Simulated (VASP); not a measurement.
A run of VASP 6.6.1:

INCAR

```
SYSTEM = Cu3Au
PREC = Accurate ; ENCUT = 520
EDIFF = 1E-6 ; ISMEAR = -1
SIGMA = 0.05 ; LREAL = .False.
LASPH = .True. ; NELM = 80
ALGO = Normal ; ISIF = 2
LWAVE = .False. ; LCHARG = .False.
MAGMOM = 0 0 0 0 0 0 0 0 0 0 0 0 ; LORBIT = 11
LSORBIT = .True. ; GGA_COMPAT = .False.
LMAXMIX = 4 ; METAGGA = R2SCAN
LMIXTAU = .True.
```

KPOINTS

```
regular mesh
0
Gamma
  5 5 5
  0 0 0
```

File POSCAR:

```
Cu3Au
1.0
    3.7400000000      0.0000000000      0.0000000000
    0.0000000000      3.7400000000      0.0000000000
    0.0000000000      0.0000000000      3.7400000000
Au Cu
1 3
Direct
    0.0000000000      0.0000000000      0.0000000000
    0.5000000000      0.5000000000      0.0000000000
    0.5000000000      0.0000000000      0.5000000000
    0.0000000000      0.5000000000      0.5000000000
```

Contents of KPOINTS_OPT:

```
path GXMGRX,MR
10
line-mode
reciprocal
 0.0000000000  0.0000000000  0.0000000000  G
 0.0000000000  0.5000000000  0.0000000000  X

 0.0000000000  0.5000000000  0.0000000000  X
 0.5000000000  0.5000000000  0.0000000000  M

 0.5000000000  0.5000000000  0.0000000000  M
 0.0000000000  0.0000000000  0.0000000000  G

 0.0000000000  0.0000000000  0.0000000000  G
 0.5000000000  0.5000000000  0.5000000000  R

 0.5000000000  0.5000000000  0.5000000000  R
 0.0000000000  0.5000000000  0.0000000000  X

 0.5000000000  0.5000000000  0.0000000000  M
 0.5000000000  0.5000000000  0.5000000000  R
```

Potentials or basis: VASP PAW PBE potentials, release 64 (Au, Cu).

Run with:

```sh
$ cat potpaw_PBE.64/Au/POTCAR potpaw_PBE.64/Cu/POTCAR > POTCAR
$ mpirun -np 1 vasp_ncl > vasp.out
```

Hardware: 1 thread of Intel(R) Xeon(R) Platinum 8375C CPU @ 2.90GHz (Ice Lake), on a shared host.

**Question.** How long does it take, and how much memory?

**Answer.** It took 16 min on 1 thread of Intel(R) Xeon(R) Platinum 8375C CPU @ 2.90GHz (Ice Lake) (shared host), peak memory 0.32 GiB. Counts: scf iterations 71, k points 10.
